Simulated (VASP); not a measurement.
Write the native input for VASP 6.6.1 that does the following.

| Quantity | Value |
| --- | --- |
| Task | relaxation of cell and atoms |
| Functional | PBE |
| Potentials or basis | VASP PAW PBE potentials, release 64 (Ca_sv, O) |
| Cutoff | 520 eV |
| k mesh | 4 × 4 × 4 |
| Occupations | gaussian, width 0.1 eV |
| Spin | no spin polarisation |
| Target pressure | 75 GPa |
| Further INCAR settings | ALGO = Normal; EDIFF = 1e-07; IBRION = 2; EDIFFG = -0.002; NSW = 80; ISIF = 3 |
| Target pressure | 75 GPa |

The structure of CaO lies in POSCAR:

```
CaO                                     
1.0
    0.0000000000      2.2151193730      2.2151193730
    2.2151193730      0.0000000000      2.2151193730
    2.2151193730      2.2151193730      0.0000000000
  Ca              O             
     1     1
Direct
     0.0000000000000000    0.0000000000000000    0.0000000000000000
     0.5000000000000000    0.5000000000000000    0.5000000000000000
```

One way to write it, as run:

INCAR

```
SYSTEM = CaO
PREC = Accurate
ENCUT = 520
EDIFF = 1E-7
ISMEAR = 0
SIGMA = 0.1
LREAL = .FALSE.
LASPH = .TRUE.
NELM = 60
ALGO = Normal
ISIF = 3
LWAVE = .FALSE.
LCHARG = .FALSE.
GGA = PE
IBRION = 2
NSW = 80
EDIFFG = -0.002
PSTRESS = 750.0
```

KPOINTS

```
regular mesh
0
G
  4 4 4
  0 0 0
```

Potentials or basis: VASP PAW PBE potentials, release 64 (Ca_sv, O).

Command:

```sh
$ cat potpaw_PBE.64/Ca_sv/POTCAR potpaw_PBE.64/O/POTCAR > POTCAR
$ mpirun -np 1 vasp_std > vasp.out
```

It gave:

The relaxed volume is 10.10 Å³/atom. The relaxed cell is a = 3.057 Å, b = 3.057 Å, c = 3.057 Å, α = 60.00°, β = 60.00°, γ = 60.00°, the space group after relaxing (to 0.05 Å) is Fm-3m (No. 225) and the energy change on relaxing (the enthalpy is what falls) is +297.4 meV/atom. The ionic steps are 7. The pressure after relaxing is 75.0 GPa and the band gap on the k mesh is 3.23 eV, indirect (least direct gap 3.41 eV).

Caveat: the k mesh is coarse (spacing up to 0.61 Å⁻¹), so the values aren't converged; the cell is relaxed towards a set pressure, so the enthalpy falls and the energy may rise.

Wall time 16 s on 1 thread of Intel(R) Xeon(R) 6975P-C (Granite Rapids), on a shared host, peak memory 0.15 GiB.
